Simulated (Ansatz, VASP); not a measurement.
## CdSe in VASP and in Ansatz

```
CELL_PARAMETERS angstrom
0.00000 3.05573 3.05573
3.05573 0.00000 3.05573
3.05573 3.05573 0.00000
ATOMIC_POSITIONS crystal
Cd 0.00000 0.00000 0.00000
Se 0.75000 0.75000 0.75000
```

Alike in both runs: functional PBE; dispersion D3(BJ); k mesh 10 × 10 × 10; occupations gaussian, width 0.02 eV; no spin polarisation.

Ansatz relaxed the structure, and its values are those at the end. VASP's run is a single point on that final structure, the one shown.

|  | VASP | Ansatz |
| --- | --- | --- |
| version | VASP 6.6.1 | Ansatz 0.2.0 |
| potentials or method | VASP PAW PBE potentials, release 64 (Cd, Se) | scalar-relativistic, plane waves, PAW |
| plane-wave cutoff (eV) | 520 | 420 |
| valence electrons in the cell | 18 | 36 |

|  | VASP | Ansatz | Ansatz less VASP |
| --- | --- | --- | --- |
| gap on the k mesh at the Fermi level (eV) | 0.58 | 0.58 | 0.000 |
| least direct gap on the mesh (eV) | 0.58 | 0.58 | 0.000 |
| pressure (GPa) | 0.3 | 0.0 | -0.30 |

The two sets of potentials don't hold the same shells in valence.
